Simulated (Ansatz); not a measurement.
Put LiCl in P3_221 (No. 154): Li on 3a; Cl on 3b. The cell of LiCl is invented: 4-connected net, two elements alternating.

All numbers below come from DFT PBE, scalar-relativistic, plane waves, PAW in Ansatz. Cutoff 420 eV, Γ-centred mesh, Gaussian smearing, no spin polarisation.

The zero of energy is the elements' standard structures at the same level (Cl₂ as a molecule); no fitted shifts are applied.

**Question.** Predict the relaxed structure.

**Answer.**

Space group P3_221 (No. 154). a = 6.192 Å, b = 6.192 Å, c = 3.701 Å, α = 90.00°, β = 90.00°, γ = 120.00°
```
atom  site  symmetry       x       y       z
  Li    3a       .2.  0.6122  0.0000  0.6667
  Cl    3b       .2.  0.3602  0.0000  0.1667
```

Li is surrounded by 4 Cl at 2.40–2.42 Å; Cl has 4 Li at 2.40–2.42 Å. Another local minimum with the same sites may exist.

**Question.** Where does its energy lie, and is it a metal?

**Answer.** The energy over the elements is −1.838 eV/atom and the gap on the 6×6×6 mesh of the 6-atom cell is 5.81 eV.

The last run used Gaussian smearing of 0.02 eV. Kohn–Sham gaps at this level usually fall short of measured ones. A later test with randomly moved atoms came back to the same energy, though modes that don't fit the test's cell weren't probed. Another cell of LiCl relaxed alike, in Fm-3m, lies 13 meV/atom lower, so this cell isn't the stable form at this level.
